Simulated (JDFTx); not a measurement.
# BN (F-43m) in JDFTx: equation of state

Aim: energy against volume of BN in PBEsol, for its equilibrium volume and stiffness.

Program: JDFTx 1.7.0 (patched build). These are calculated values, not measurements. Logs are shortened: lines on timing, memory, paths and dates and some standing lists are left out, and cuts for length are marked. The log counts tension as positive stress, the text compression.

**What was measured.**

From “Effect of nanostructuration on compressibility of cubic BN”, 2012, arxiv:1208.3664, for a bulk crystal of BN at 300 K: bulk modulus 395 ± 2 GPa.

The runs below are set against these values where they give the same quantity.

**1. Starting point**

The structure is cubic, space group F-43m (No. 216). The conventional cell has a = 3.626 Å, b = 3.626 Å, c = 3.626 Å, α = 90.00°, β = 90.00°, γ = 90.00°. Around N (site symmetry -43m) lie 4 B at 1.57 Å. Around B (site symmetry -43m) lie 4 N at 1.57 Å.

The cell is a database's computed one.

**2. Equation of state, PBEsol, 5.60 Å³/atom (volume scaled by 0.94)**

The input, BN.in:

```
lattice \
    0.0000000000     3.3561358239     3.3561358239 \
    3.3561358239     0.0000000000     3.3561358239 \
    3.3561358239     3.3561358239     0.0000000000
coords-type Lattice
ion N      0.2500000000     0.2500000000     0.2500000000 1
ion B      0.0000000000     0.0000000000     0.0000000000 1

ion-species pseudo/N.upf
ion-species pseudo/B.upf
elec-cutoff 42 336
elec-ex-corr gga-PBEsol
kpoint-folding 13 13 13
elec-smearing Fermi 0.0018374661
elec-n-bands 9
electronic-SCF nIterations 100 energyDiffThreshold 1e-09
electronic-minimize nIterations 30 energyDiffThreshold 1e-7
forces-output-coords Cartesian

dump-name run.$VAR
dump End Ecomponents EigStats BandEigs Kpoints Forces Stress
```

Potentials or basis: PseudoDojo-SR-PBEsol-0.4.1-standard with smoothed tails.

Run with:

```
$ jdftx -c 1 -i BN.in -o BN.out
```

Log:

```text
*************** JDFTx 1.7.0 (patched build) ***************

Input parsed successfully to the following command list (including defaults):
[... the input with its defaults ...]

---------- Setting up symmetries ----------

Found 48 point-group symmetries of the bravais lattice
Found 24 space-group symmetries with basis
Applied RMS atom displacement 0 bohrs to make symmetries exact.

---------- Initializing the Grid ----------
R =
[            0      3.35614      3.35614  ]
[      3.35614            0      3.35614  ]
[      3.35614      3.35614            0  ]
unit cell volume = 75.6047
G =
[  -0.936074   0.936074   0.936074  ]
[   0.936074  -0.936074   0.936074  ]
[   0.936074   0.936074  -0.936074  ]
Minimum fftbox size, Smin = [  40  40  40  ]
Chosen fftbox size, S = [  40  40  40  ]

---------- Initializing tighter grid for wavefunction operations ----------
R =
[            0      3.35614      3.35614  ]
[      3.35614            0      3.35614  ]
[      3.35614      3.35614            0  ]
unit cell volume = 75.6047
G =
[  -0.936074   0.936074   0.936074  ]
[   0.936074  -0.936074   0.936074  ]
[   0.936074   0.936074  -0.936074  ]
Minimum fftbox size, Smin = [  28  28  28  ]
Chosen fftbox size, S = [  28  28  28  ]

---------- Exchange Correlation functional ----------
Initalized PBEsol GGA exchange.
Initalized PBEsol GGA correlation.

---------- Setting up pseudopotentials ----------
Width of ionic core gaussian charges (only for fluid interactions / plotting) set to 0

Reading pseudopotential file 'pseudo/N.upf':
  'N' pseudopotential, 'PBESOL' functional
  Generated using ONCVPSP code by D. R. Hamann
  5 valence electrons, 2 orbitals, 4 projectors, 1001 radial grid points, with lMax = 1
    2S    l: 0   occupation:  2.0   eigenvalue: -0.678237
    2P    l: 1   occupation:  3.0   eigenvalue: -0.258576
  Core radius for overlap checks: 1.31 bohrs.

Reading pseudopotential file 'pseudo/B.upf':
  'B' pseudopotential, 'PBESOL' functional
  Generated using ONCVPSP code by D. R. Hamann
  3 valence electrons, 2 orbitals, 4 projectors, 1001 radial grid points, with lMax = 1
    2S    l: 0   occupation:  2.0   eigenvalue: -0.344017
    2P    l: 1   occupation:  1.0   eigenvalue: -0.130657
  Core radius for overlap checks: 1.18 bohrs.

Initialized 2 species with 2 total atoms.

Folded 1 k-points by 13x13x13 to 2197 k-points.

---------- Setting up k-points, bands, fillings ----------
Adding inversion symmetry to k-mesh for non-inversion-symmetric unit cell.
Reduced to 84 k-points under symmetry.
Computing the number of bands and number of electrons
Calculating initial fillings.
nElectrons:   8.000000   nBands: 9   nStates: 84

----- Setting up reduced wavefunction bases (one per k-point) -----
average nbasis = 982.718 , ideal nbasis = 982.916

---------- Setting up ewald sum ----------
Optimum gaussian width for ewald sums = 1.524299 bohr.
Real space sum over 1331 unit cells with max indices [  5  5  5  ]
Reciprocal space sum over 2197 terms with max indices [  6  6  6  ]

---------- Allocating electronic variables ----------
Initializing wave functions:  linear combination of atomic orbitals
Note: number of bands (9) exceeds available atomic orbitals (8)
N pseudo-atom occupations:   s ( 2 )  p ( 3 )
B pseudo-atom occupations:   s ( 2 )  p ( 1 )
	FillingsUpdate:  mu: +0.655123367  nElectrons: 8.000000
LCAOMinimize: Iter:   0  F: -12.8146603001392112  |grad|_K:  4.398e-03  alpha:  1.000e+00
	FillingsUpdate:  mu: +0.643036385  nElectrons: 8.000000
LCAOMinimize: Iter:   1  F: -12.8437602536498066  |grad|_K:  2.460e-04  alpha:  4.200e-01  linmin: -4.318e-01  cgtest:  5.982e-01
LCAOMinimize: Encountered beta<0, resetting CG.
[... 6 lines of inner loops ...]
LCAOMinimize: Iter:   4  F: -12.8439308638092129  |grad|_K:  6.283e-07  alpha:  5.668e-01  linmin:  4.397e-05  cgtest: -8.900e-05
	FillingsUpdate:  mu: +0.642230413  nElectrons: 8.000000
LCAOMinimize: Iter:   5  F: -12.8439308647741690  |grad|_K:  1.514e-08  alpha:  7.186e-01  linmin: -1.027e-03  cgtest:  4.295e-03
LCAOMinimize: Converged (|Delta F|<1.000000e-06 for 2 iters).

-------- Electronic minimization -----------
Will mix electronic density at each iteration.
	FillingsUpdate:  mu: +0.642230413  nElectrons: 8.000000
	FillingsUpdate:  mu: +0.554302190  nElectrons: 8.000000
SCF: Cycle:  0   F: -12.893618156281375   dF: -4.969e-02   |Residual|: 4.958e-02   |deigs|: 2.365e-01
	FillingsUpdate:  mu: +0.555630299  nElectrons: 8.000000
SCF: Cycle:  1   F: -12.893962468932962   dF: -3.443e-04   |Residual|: 2.495e-02   |deigs|: 1.181e-02
	FillingsUpdate:  mu: +0.557456676  nElectrons: 8.000000
SCF: Cycle:  2   F: -12.894025898820855   dF: -6.343e-05   |Residual|: 1.924e-03   |deigs|: 3.823e-03
	FillingsUpdate:  mu: +0.557602475  nElectrons: 8.000000
SCF: Cycle:  3   F: -12.894026493802013   dF: -5.950e-07   |Residual|: 9.527e-04   |deigs|: 2.653e-04
	FillingsUpdate:  mu: +0.557701757  nElectrons: 8.000000
SCF: Cycle:  4   F: -12.894026595936051   dF: -1.021e-07   |Residual|: 7.744e-05   |deigs|: 1.252e-04
	FillingsUpdate:  mu: +0.557704756  nElectrons: 8.000000
SCF: Cycle:  5   F: -12.894026606391616   dF: -1.046e-08   |Residual|: 2.776e-05   |deigs|: 4.472e-05
	FillingsUpdate:  mu: +0.557708144  nElectrons: 8.000000
SCF: Cycle:  6   F: -12.894026608958214   dF: -2.567e-09   |Residual|: 6.222e-06   |deigs|: 3.999e-05
	FillingsUpdate:  mu: +0.557708824  nElectrons: 8.000000
SCF: Cycle:  7   F: -12.894026609500438   dF: -5.422e-10   |Residual|: 1.938e-06   |deigs|: 2.777e-05
	FillingsUpdate:  mu: +0.557708726  nElectrons: 8.000000
SCF: Cycle:  8   F: -12.894026609645065   dF: -1.446e-10   |Residual|: 9.682e-07   |deigs|: 2.995e-05
SCF: Converged (|Delta E|<1.000000e-09 for 2 iters).

Setting wave functions to eigenvectors of Hamiltonian

# Stress tensor in Cartesian coordinates [Eh/a0^3]:
[ -0.000664382            0            0  ]
[            0 -0.000664382            0  ]
[            0            0 -0.000664382  ]

# Ionic positions in lattice coordinates:
ion N   0.250000000000000   0.250000000000000   0.250000000000000 1
ion B   0.000000000000000   0.000000000000000   0.000000000000000 1

# Forces in Cartesian coordinates:
force N  -0.000000000000000   0.000000000000000  -0.000000000000000 1
force B  -0.000000000000000  -0.000000000000000   0.000000000000000 1

# Energy components:
   Eewald =      -13.4040604330791133
       EH =        1.7179989809821306
     Eloc =       -5.7395983695754795
      Enl =       -1.1047503283903273
      Exc =       -4.3747495960075300
 Exc_core =        0.4768942151734010
       KE =        9.5342389212518519
-------------------------------------
     Etot =      -12.8940266096450635
       TS =        0.0000000000000013
-------------------------------------
        F =      -12.8940266096450653

IonicMinimize: Iter:   0  F: -12.894026609645065  |grad|_K:  2.141e-35
IonicMinimize: Converged (|grad|_K<1.000000e-04).

#--- Lowdin population analysis ---
# oxidation-state N -0.314
# oxidation-state B +0.339

Dumping 'run.eigStats' ...
	eMin: -0.325674 at state 0 ( [ +0.000000 +0.000000 +0.000000 ] spin 0 )
	HOMO: +0.440750 at state 0 ( [ +0.000000 +0.000000 +0.000000 ] spin 0 )
	mu  : +0.557709
	LUMO: +0.605553 at state 47 ( [ +0.000000 +0.461538 +0.461538 ] spin 0 )
	eMax: +1.377906 at state 0 ( [ +0.000000 +0.000000 +0.000000 ] spin 0 )
	HOMO-LUMO gap: +0.164803
	Optical gap  : +0.333791 at state 0 ( [ +0.000000 +0.000000 +0.000000 ] spin 0 )
Done!
[note: mu as printed may lie anywhere between the filled and the empty levels]
```

Run time: 23 s. Hardware: 1 thread of Intel Xeon at 2.70GHz, shared host; peak memory 0.07 GiB.

What came out:

```yaml
Free_energy: -350.8643 eV
Pressure: 19.5 GPa
Band_gap_on_the_k_mesh: 4.48 eV, indirect (least direct gap 9.08 eV)
Loewdin_charges: N -0.31; B +0.34 e
```

Caveat: an odd mesh through Γ misses points on the zone boundary, where band edges often lie.

**3. Equation of state, PBEsol, 5.72 Å³/atom (volume scaled by 0.96)**

Edit BN.in of step 2 so:

```diff
@@ -1,5 +1,5 @@
 lattice \
-    0.0000000000     3.3561358239     3.3561358239 \
-    3.3561358239     0.0000000000     3.3561358239 \
-    3.3561358239     3.3561358239     0.0000000000
+    0.0000000000     3.3797713619     3.3797713619 \
+    3.3797713619     0.0000000000     3.3797713619 \
+    3.3797713619     3.3797713619     0.0000000000
 coords-type Lattice
```

Potentials or basis: PseudoDojo-SR-PBEsol-0.4.1-standard with smoothed tails.

Run with:

```
$ jdftx -c 1 -i BN.in -o BN.out
```

Run time: 27 s. Hardware: 1 thread of Intel Xeon at 2.70GHz, shared host; peak memory 0.07 GiB.

It converged, with:

- Free energy: -350.8865 eV
- Pressure: 10.3 GPa
- Band gap on the k mesh: 4.46 eV, indirect (least direct gap 8.98 eV)
- Loewdin charges: N -0.32; B +0.34 e

Caveat: an odd mesh through Γ misses points on the zone boundary, where band edges often lie.

**4. Equation of state, PBEsol, 5.84 Å³/atom (volume scaled by 0.98)**

Edit BN.in of step 3 so:

```diff
@@ -1,5 +1,5 @@
 lattice \
-    0.0000000000     3.3797713619     3.3797713619 \
-    3.3797713619     0.0000000000     3.3797713619 \
-    3.3797713619     3.3797713619     0.0000000000
+    0.0000000000     3.4030808665     3.4030808665 \
+    3.4030808665     0.0000000000     3.4030808665 \
+    3.4030808665     3.4030808665     0.0000000000
 coords-type Lattice
```

Run with:

```
$ jdftx -c 1 -i BN.in -o BN.out
```

It took 25 s on 1 thread of Intel Xeon at 2.70GHz, shared host; peak memory 0.07 GiB.

The run converged. Its results:

| Quantity | Value |
| --- | --- |
| Free energy | -350.8955 eV |
| Pressure | 1.9 GPa |
| Band gap on the k mesh | 4.43 eV, indirect (least direct gap 8.88 eV) |
| Loewdin charges | N -0.32; B +0.34 e |

Caveat: an odd mesh through Γ misses points on the zone boundary, where band edges often lie.

**5. Equation of state, PBEsol, 5.96 Å³/atom**

Edit BN.in of step 4 so:

```diff
@@ -1,5 +1,5 @@
 lattice \
-    0.0000000000     3.4030808665     3.4030808665 \
-    3.4030808665     0.0000000000     3.4030808665 \
-    3.4030808665     3.4030808665     0.0000000000
+    0.0000000000     3.4260753537     3.4260753537 \
+    3.4260753537     0.0000000000     3.4260753537 \
+    3.4260753537     3.4260753537     0.0000000000
 coords-type Lattice
```

Run with:

```
$ jdftx -c 1 -i BN.in -o BN.out
```

Run time: 22 s. Hardware: 1 thread of Intel Xeon at 2.70GHz, shared host; peak memory 0.07 GiB.

Results (log left out):

* Free energy: -350.8926 eV
* Pressure: -5.7 GPa
* Band gap on the k mesh: 4.41 eV, indirect (least direct gap 8.78 eV)
* Loewdin charges: N -0.32; B +0.34 e

Caveat: an odd mesh through Γ misses points on the zone boundary, where band edges often lie.

**6. Equation of state, PBEsol, 6.08 Å³/atom (volume scaled by 1.02)**

Edit BN.in of step 5 so:

```diff
@@ -1,5 +1,5 @@
 lattice \
-    0.0000000000     3.4260753537     3.4260753537 \
-    3.4260753537     0.0000000000     3.4260753537 \
-    3.4260753537     3.4260753537     0.0000000000
+    0.0000000000     3.4487652558     3.4487652558 \
+    3.4487652558     0.0000000000     3.4487652558 \
+    3.4487652558     3.4487652558     0.0000000000
 coords-type Lattice
```

Potentials or basis: PseudoDojo-SR-PBEsol-0.4.1-standard with smoothed tails.

Run with:

```
$ jdftx -c 1 -i BN.in -o BN.out
```

Run time: 27 s. Hardware: 1 thread of Intel Xeon at 2.70GHz, shared host; peak memory 0.08 GiB.

It converged, with:

| Property | Result |
| --- | --- |
| Free energy | -350.8788 eV |
| Pressure | -12.7 GPa |
| Band gap on the k mesh | 4.38 eV, indirect (least direct gap 8.69 eV) |
| Loewdin charges | N -0.32; B +0.34 e |

Caveat: an odd mesh through Γ misses points on the zone boundary, where band edges often lie.

**7. Equation of state, PBEsol, 6.20 Å³/atom (volume scaled by 1.04)**

Edit BN.in of step 6 so:

```diff
@@ -1,5 +1,5 @@
 lattice \
-    0.0000000000     3.4487652558     3.4487652558 \
-    3.4487652558     0.0000000000     3.4487652558 \
-    3.4487652558     3.4487652558     0.0000000000
+    0.0000000000     3.4711604628     3.4711604628 \
+    3.4711604628     0.0000000000     3.4711604628 \
+    3.4711604628     3.4711604628     0.0000000000
 coords-type Lattice
```

Potentials or basis: PseudoDojo-SR-PBEsol-0.4.1-standard with smoothed tails.

Run with:

```
$ jdftx -c 1 -i BN.in -o BN.out
```

Log:

```text
*************** JDFTx 1.7.0 (patched build) ***************

Input parsed successfully to the following command list (including defaults):

basis kpoint-dependent
coords-type Lattice
core-overlap-check vector
coulomb-interaction Periodic
davidson-band-ratio 1.1
dump End Forces BandEigs EigStats Ecomponents Stress Kpoints
dump-name run.$VAR
elec-cutoff 42 336
elec-eigen-algo Davidson
elec-ex-corr gga-PBEsol
elec-n-bands 9 1
elec-smearing Fermi 0.00183747
electronic-minimize  \
	dirUpdateScheme      FletcherReeves \
	linminMethod         DirUpdateRecommended \
	nIterations          30 \
	history              15 \
	knormThreshold       0 \
	maxThreshold         no \
	energyDiffThreshold  1e-07 \
	nEnergyDiff          2 \
	convergeAll          no \
	alphaTstart          1 \
	alphaTmin            1e-10 \
	updateTestStepSize   yes \
	alphaTreduceFactor   0.1 \
	alphaTincreaseFactor 3 \
[... 231 lines left out ...]
SCF: Cycle:  8   F: -12.893690796403735   dF: -1.367e-10   |Residual|: 1.288e-06   |deigs|: 2.434e-05
SCF: Converged (|Delta E|<1.000000e-09 for 2 iters).

Setting wave functions to eigenvectors of Hamiltonian

# Stress tensor in Cartesian coordinates [Eh/a0^3]:
[   0.00064558            0            0  ]
[            0   0.00064558            0  ]
[            0            0   0.00064558  ]

# Ionic positions in lattice coordinates:
ion N   0.250000000000000   0.250000000000000   0.250000000000000 1
ion B   0.000000000000000   0.000000000000000   0.000000000000000 1

# Forces in Cartesian coordinates:
force N  -0.000000000000000   0.000000000000000  -0.000000000000000 1
force B   0.000000000000000   0.000000000000000   0.000000000000000 1

# Energy components:
   Eewald =      -12.9598870139498636
       EH =        1.8119351577973677
     Eloc =       -6.1158695939488492
      Enl =       -1.0495188369149078
      Exc =       -4.2966293618095373
 Exc_core =        0.4768940570268712
       KE =        9.2393847953951838
-------------------------------------
     Etot =      -12.8936907964037335
       TS =        0.0000000000000013
-------------------------------------
        F =      -12.8936907964037353

IonicMinimize: Iter:   0  F: -12.893690796403735  |grad|_K:       -nan
IonicMinimize: None of the convergence criteria satisfied after 0 iterations.

#--- Lowdin population analysis ---
# oxidation-state N -0.318
# oxidation-state B +0.343

Dumping 'run.eigStats' ...
	eMin: -0.343011 at state 0 ( [ +0.000000 +0.000000 +0.000000 ] spin 0 )
	HOMO: +0.381049 at state 0 ( [ +0.000000 +0.000000 +0.000000 ] spin 0 )
	mu  : +0.493226
	LUMO: +0.541069 at state 47 ( [ +0.000000 +0.461538 +0.461538 ] spin 0 )
	eMax: +1.248584 at state 0 ( [ +0.000000 +0.000000 +0.000000 ] spin 0 )
	HOMO-LUMO gap: +0.160020
	Optical gap  : +0.315830 at state 0 ( [ +0.000000 +0.000000 +0.000000 ] spin 0 )
Done!
[note: mu as printed may lie anywhere between the filled and the empty levels]
```

Run time: 46 s. Hardware: 1 thread of Intel Xeon at 2.70GHz, shared host; peak memory 0.08 GiB.

What came out:

```yaml
Free_energy: -350.8552 eV
Pressure: -19.0 GPa
Band_gap_on_the_k_mesh: 4.35 eV, indirect (least direct gap 8.59 eV)
Loewdin_charges: N -0.32; B +0.34 e
```

Caveat: an odd mesh through Γ misses points on the zone boundary, where band edges often lie.

**8. Equation of state, PBEsol, 6.32 Å³/atom (volume scaled by 1.06)**

Edit BN.in of step 7 so:

```diff
@@ -1,5 +1,5 @@
 lattice \
-    0.0000000000     3.4711604628     3.4711604628 \
-    3.4711604628     0.0000000000     3.4711604628 \
-    3.4711604628     3.4711604628     0.0000000000
+    0.0000000000     3.4932703613     3.4932703613 \
+    3.4932703613     0.0000000000     3.4932703613 \
+    3.4932703613     3.4932703613     0.0000000000
 coords-type Lattice
```

Run with:

```
$ jdftx -c 1 -i BN.in -o BN.out
```

Run time: 29 s. Hardware: 1 thread of Intel Xeon at 2.70GHz, shared host; peak memory 0.08 GiB.

The run converged. Its results:

| Property | Result |
| --- | --- |
| Free energy | -350.8226 eV |
| Pressure | -24.7 GPa |
| Band gap on the k mesh | 4.33 eV, indirect (least direct gap 8.50 eV) |
| Loewdin charges | N -0.32; B +0.34 e |

Caveat: an odd mesh through Γ misses points on the zone boundary, where band edges often lie.

**9. Equation of state, PBEsol**

Potentials or basis: PseudoDojo-SR-PBEsol-0.4.1-standard with smoothed tails.

This step only gathers the single runs of the series.

What came out:

```
Equilibrium volume                      : 5.87 Å³/atom
Bulk modulus                            : 385 GPa
Pressure derivative of the bulk modulus : 3.7
```

Energy against volume, from the lowest point:
```csv
volume (Å³/atom),energy (meV/atom)
5.602,15.56
5.721,4.51
5.840,0.00
5.959,1.45
6.078,8.33
6.198,20.13
6.317,36.43
```

**10. Comparison with measurements**

Step 9. Against the measured bulk modulus of BN, 395 GPa (300 K; quoted in “Effect of nanostructuration on compressibility of cubic BN”, 2012, arxiv:1208.3664), the calculated 385 GPa is off by -2.5 %. The fit is for a static lattice scaled at fixed shape and fixed fractional positions.
